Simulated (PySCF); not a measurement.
Acetone, C3H6O.
Structure used (PBE0-D3(BJ)/def2-SVP), in Å, numbered top down from 1:
```xyz
10
C3H6O angstrom
C     -1.2199   -0.0893   -0.3816
C     -0.1047    0.0301    0.6304
C      1.3013    0.0591    0.0790
O     -0.3249    0.0951    1.8152
H     -1.1520   -1.0590   -0.9010
H     -1.1363    0.6919   -1.1532
H     -2.1898   -0.0145    0.1254
H      2.0224    0.0897    0.9050
H      1.4903   -0.8241   -0.5516
H      1.4381    0.9442   -0.5631
```

Theory: TDDFT wB97X-D/def2-SVPD, vertical, gas phase, core orbitals frozen in the response in PySCF.

Transition dipole moments from the ground state, in atomic units and in the frame of the coordinates above (overall signs are arbitrary), for the states with f of 0.002 or more among the lowest 10:

```
state  E (eV)      μx      μy      μz
   S2   7.260   0.413   0.033   0.074
   S3   8.598  -0.071   0.022   0.382
   S5   8.774   0.123   0.006   0.023
   S7   9.159   0.231  -0.002  -0.001
   S8   9.169  -0.362  -0.002  -0.093
   S9   9.250  -0.183   0.066   0.997
  S10   9.672  -0.124   0.041   0.673
```

(1) Work out the oscillator strengths.

(2) Which bond between heavy atoms lies closest to the direction of the S9 transition dipole?

(3) What angle do the transition dipoles of S2 and S3 make?

(4) What peak molar absorption coefficient would the strongest computed level give as a lone Gaussian band 0.4 eV wide at half height?

Answers

(1) f = (2/3) ΔE |μ|² with ΔE in hartree (27.2114 eV).

```csv
state,|μ|² (au),|μ| (D),f
S2,0.178,1.07,0.032
S3,0.151,0.99,0.032
S5,0.016,0.32,0.003
S7,0.053,0.59,0.012
S8,0.140,0.95,0.031
S9,1.032,2.58,0.234
S10,0.469,1.74,0.111
```

(2) C2–O4, at 1° from it; next C1–C2 and C2–C3 at 58°.

(3) |cos θ| = |μa·μb| / (|μa| |μb|) = 0.00, so θ ≈ 90° (taken between 0 and 90°, since the signs are arbitrary).

(4) ε(max) = 2.175×10⁸ f / FWHM, with the width in cm⁻¹. S9: 2.175×10⁸ × 0.2338 / 3226 ≈ 16000 L mol⁻¹ cm⁻¹.

The vertical ionisation energy (ΔSCF) is 9.73 eV, 0.06 eV above S10.

The run took 18 s on one thread, Intel Xeon Platinum 8375C at 2.90 GHz (x86_64), no GPU, shared host with 64 logical CPUs at a one-minute load of 19, and the process peaked at 0.56 GiB of memory.
